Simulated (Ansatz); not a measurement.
O: do energies and stresses tell the same story?

Method: DFT PBE+D3(BJ), scalar-relativistic, plane waves, PAW (Ansatz).

Plane waves to 420 eV, a k mesh through Γ of 10×10×8 on the computed 2-atom cell and Gaussian smearing (0.02 eV); collinear spin from starting moments 0.61 0.61 μB.

Relaxed cell: C2/m, a = 6.120 Å, b = 3.577 Å, c = 4.541 Å, α = 90.00°, β = 124.00°, γ = 90.00°, 2 atoms in the primitive cell. Whether it is the stable form of this composition wasn't checked.

Energies at zero smearing and pressures from the stress tensor, at volumes with shape and atoms relaxed:
```json
{"V (Å³/atom)": "18.132", "E − E(first) (meV/atom)": "0.00", "P (GPa)": "0.542"}
{"V (Å³/atom)": "18.751", "E − E(first) (meV/atom)": "-1.61", "P (GPa)": "0.356"}
{"V (Å³/atom)": "19.369", "E − E(first) (meV/atom)": "-2.59", "P (GPa)": "0.227"}
{"V (Å³/atom)": "19.987", "E − E(first) (meV/atom)": "-3.27", "P (GPa)": "0.123"}
{"V (Å³/atom)": "20.605", "E − E(first) (meV/atom)": "-3.69", "P (GPa)": "0.028"}
{"V (Å³/atom)": "21.223", "E − E(first) (meV/atom)": "-3.55", "P (GPa)": "-0.047"}
{"V (Å³/atom)": "21.841", "E − E(first) (meV/atom)": "-3.14", "P (GPa)": "-0.099"}
{"V (Å³/atom)": "22.666", "E − E(first) (meV/atom)": "-2.36", "P (GPa)": "-0.149"}
```

Task: Check P = −dE/dV between neighbouring volumes, and get the bulk modulus from the pressures alone.

Result: With 1 eV/Å³ = 160.2 GPa:
| middle V (Å³/atom) | −ΔE/ΔV (GPa) | mean P (GPa) |
| --- | --- | --- |
| 18.442 | 0.417 | 0.449 |
| 19.060 | 0.254 | 0.292 |
| 19.678 | 0.176 | 0.175 |
| 20.296 | 0.111 | 0.075 |
| 20.914 | -0.036 | -0.010 |
| 21.532 | -0.108 | -0.073 |
| 22.253 | -0.151 | -0.124 |

The two differ by 0.038 GPa at most. The mean of two end pressures misses the average over a step by about ΔV² P″/12, up to 0.006 GPa here; with that taken off 0.037 GPa remains, from the finite cutoff, the mesh or the relaxation's tolerance. Around V = 20.605 Å³/atom, the two neighbours give B = −V ΔP/ΔV = 20.605 × 0.170 / 1.236 = 2.8 GPa, against B0 = 2.8 GPa from the Birch–Murnaghan fit of the energies.

Only this magnetic start was tried.

Cost: 9 runs of about 13 core-minutes in all, on Arm Neoverse V1 (shared hosts).